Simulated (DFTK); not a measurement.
# Rb under changes of volume

One of the cells (88.043 Å³/atom); the others are scaled copies at fixed shape and fractional positions:

```xyz
1
Lattice="-2.8025 2.8025 2.8025 2.8025 -2.8025 2.8025 2.8025 2.8025 -2.8025" Properties=species:S:1:pos:R:3 pbc="T T T"
Rb    0.0000    0.0000    0.0000
```

| Item | Value |
| --- | --- |
| Program | DFTK 0.8.2 |
| Functional | PBE |
| Potentials or basis | dojo.nc.sr.pbe.v0_4_1.standard.upf (PBE) |
| Cutoff | 789 eV |
| k mesh | 7 × 7 × 7 |
| Occupations | fermi-dirac, width 0.05 eV |
| Spin | no spin polarisation |

```tsv
volume (Å³/atom)	energy over the lowest point (meV/atom)	pressure (GPa)
82.761	7.14	0.3
84.522	4.19	0.2
86.283	?	?
88.043	0.71	0.1
89.804	0.04	0.0
91.565	0.00	0.0
93.326	0.53	-0.1
```

What does the run at 86.283 Å³/atom give?

Energy over the lowest point 2.07 meV/atom; pressure 0.2 GPa.

Worked out: A Birch-Murnaghan fit of order 3 (a polynomial in V^(-2/3)) to the other rows has its minimum at 90.80 Å³/atom with B0 = V·E''(V) = 2.8 GPa and B' = 3.8. It gives 2.07 meV/atom at 86.283 Å³/atom, against the run's 2.07, and -dE/dV = 0.2 GPa, against 0.2.

Energies are extrapolated to zero smearing.
